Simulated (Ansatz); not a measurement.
**AlNi3: how settings move the results**

An exercise on one series of results from a longer session: the logs are not shown, and one member is left open.

Computed with Ansatz 0.2.0 (DFT PBEsol, scalar-relativistic, plane waves, PAW, unless a step's input says otherwise).

2 further runs of the same task are left out: 1 for a known fault of the program, 1 set aside as unsound or not needed. Runs told in other sessions of the task aren't counted.

### The system as given

It takes space group Fm-3m (No. 225, cubic). The conventional cell has a = 5.604 Å, b = 5.604 Å, c = 5.604 Å, α = 90.00°, β = 90.00°, γ = 90.00°. Al (site symmetry m-3m) is surrounded by 8 Ni at 2.43 Å. Ni (site symmetry -43m) has 4 Al at 2.43 Å and 4 Ni at 2.43 Å in its first shell of neighbours. Around Ni (site symmetry m-3m) lie 8 Ni at 2.43 Å.

Structure file:

```
CELL_PARAMETERS angstrom
0.00000 2.80189 2.80189
2.80189 0.00000 2.80189
2.80189 2.80189 0.00000
ATOMIC_POSITIONS crystal
Al 0.50000 0.50000 0.50000
Ni 0.25000 0.25000 0.25000
Ni 0.00000 0.00000 0.00000
Ni 0.75000 0.75000 0.75000
```

Source of the structure: the Materials Project (structure only). It is taken as it stands there.

### The base run, which the others are set against

File input.yaml:

```yaml
crystal:
  lattice:
    - [0.0, 2.8018887551, 2.8018887551]
    - [2.8018887551, 0.0, 2.8018887551]
    - [2.8018887551, 2.8018887551, 0.0]
  atoms:
    - { symbol: Al, position: [0.5, 0.5, 0.5] }
    - { symbol: Ni, position: [0.25, 0.25, 0.25] }
    - { symbol: Ni, position: [0.0, 0.0, 0.0] }
    - { symbol: Ni, position: [0.75, 0.75, 0.75] }
basis:
  ecutwfc: 420
kpoints:
  mp_grid: { grid: [14, 14, 14] }
hamiltonian:
  xc: pbesol
scf:
  occupations: { method: gaussian, width: 0.1 }
output:
  forces: true
  stress: true
  eigenvalues: true
  populations: true
  write_density: true
  write_potential: true
  elf: true
  volumetric_format: npy
```

Its results, from an earlier run: -4485.2501 eV/atom at zero smearing, pressure -0.74 GPa, largest force 0.000 eV/Å, no gap on the mesh, in 7 SCF cycles and 21 s.

The first run:

File input.yaml:

```yaml
crystal:
  lattice:
    - [0.0, 2.8018887551, 2.8018887551]
    - [2.8018887551, 0.0, 2.8018887551]
    - [2.8018887551, 2.8018887551, 0.0]
  atoms:
    - { symbol: Al, position: [0.5, 0.5, 0.5] }
    - { symbol: Ni, position: [0.25, 0.25, 0.25] }
    - { symbol: Ni, position: [0.0, 0.0, 0.0] }
    - { symbol: Ni, position: [0.75, 0.75, 0.75] }
basis:
  ecutwfc: 420
kpoints:
  mp_grid: { grid: [1, 1, 1] }
hamiltonian:
  xc: pbesol
scf:
  occupations: { method: gaussian, width: 0.1 }
output:
  forces: true
  stress: true
  eigenvalues: true
```

On the command line:

```sh
> ansatz run input.yaml --threads 1 --pin off --max-ram 2560MiB --backend cpu --events-out ev --progress --plain --runs-dir out
```

Among the steps run: K-point mesh set to 1×1×1; K-point mesh set to 2×2×2; K-point mesh: 4×4×4; K-point mesh: 6×6×6; K-point mesh: 8×8×8; K-point mesh: 10×10×10; K-point mesh: 12×12×12; K-point mesh set to 16×16×16; K-point mesh: 18×18×18; K-point mesh: 22×22×22.

One of the session's tables, all rows but one given; the rest of the session is left out.

| mesh | ΔE (meV/atom) | pressure (GPa) |
| --- | --- | --- |
| 1×1×1 | 1736 | 3.24 |
| 2×2×2 | ? | ? |
| 4×4×4 | -3.14 | -0.77 |
| 6×6×6 | -3.40 | -0.77 |
| 8×8×8 | -1.80 | -0.75 |
| 10×10×10 | -0.44 | -0.74 |
| 12×12×12 | -0.04 | -0.73 |
| 14×14×14 | 0.13 | -0.74 |
| 16×16×16 | 0.01 | -0.74 |
| 18×18×18 | 0.02 | -0.74 |
| 22×22×22 | 0.00 | -0.74 |

Q: Estimate the row for 2×2×2 from the others.

The run gave: ΔE (meV/atom): 93.4; pressure (GPa): -0.82. In the column «ΔE (meV/atom)» it lies between 14×14×14 (0.13) and 1×1×1 (1736).

Caveats from the session: The error changes sign along the series, since a k mesh isn't variational, and a metal needs dense meshes to resolve its Fermi surface. The final runs have no spin polarisation, so a magnetic state may lie lower.
